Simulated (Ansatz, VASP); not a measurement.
# TiB in VASP and in Ansatz

File INCAR:

```
ALGO = Normal
EDIFF = 1E-6
ENCUT = 520
ISIF = 2
ISMEAR = -1
LASPH = True
LCHARG = False
LREAL = False
LWAVE = False
NBANDS = 14
NELM = 60
PREC = Accurate
SIGMA = 0.05
```

KPOINTS

```
k-points
0
Gamma
  13 13 13
```

The input POSCAR:

```
TiB
1.0
    0.0000000000      2.0868989040      2.0868989040
    2.0868989040      0.0000000000      2.0868989040
    2.0868989040      2.0868989040      0.0000000000
Ti B
1 1
Direct
    0.7500000000      0.7500000000      0.7500000000
    0.0000000000      0.0000000000      0.0000000000
```

Input for Ansatz:

```yaml
crystal:
  lattice:
    - [0.0, 2.086898904, 2.086898904]
    - [2.086898904, 0.0, 2.086898904]
    - [2.086898904, 2.086898904, 0.0]
  atoms:
    - { symbol: Ti, position: [0.75, 0.75, 0.75] }
    - { symbol: B, position: [0.0, 0.0, 0.0] }
kpoints:
  mp_grid: { grid: [13, 13, 13] }
  band_path:
    path:
      - [0.0, 0.0, 0.0]
      - [-0.5, -0.5, 0.0]
      - [-0.375, -0.375, 0.25]
      - [-0.375, 0.0, 0.375]
      - [0.0, 0.0, 0.0]
      - [0.0, 0.0, 0.5]
      - [-0.5, -0.25, 0.25]
      - [-0.5, -0.5, 0.0]
    npoints: 5
scf:
  occupations: { method: fermi_dirac, width: 0.05 }
hamiltonian:
  xc: lda
  pseudopotentials: { kind: all_electron, lapw: { basis_error: 0.00025 } }
output:
  forces: true
  stress: true
  eigenvalues: true
```

Change from the starting cell: volume scaled by 0.98.

Alike in both runs: task single point; functional LDA; k mesh 13 × 13 × 13; occupations fermi-dirac, width 0.05 eV; no spin polarisation.

|  | VASP | Ansatz |
| --- | --- | --- |
| version | VASP 6.6.1 | Ansatz 0.2.0 |
| potentials or method | VASP PAW LDA potentials, release 64 (Ti_sv, B) | all-electron LAPW, scalar-relativistic |
| plane-wave cutoff (eV) | 520 | see its input |

|  | VASP | Ansatz | Ansatz less VASP |
| --- | --- | --- | --- |
| pressure (GPa) | 114.1 | 114.2 | +0.09 |

Ansatz ran all-electron here, so the differences hold the error of VASP's frozen core and of both bases.

Caveats: the cell as given lies far from equilibrium; so large a pressure means that the cell lies far from this level's equilibrium, or that cutoff or potentials fall short (VASP).
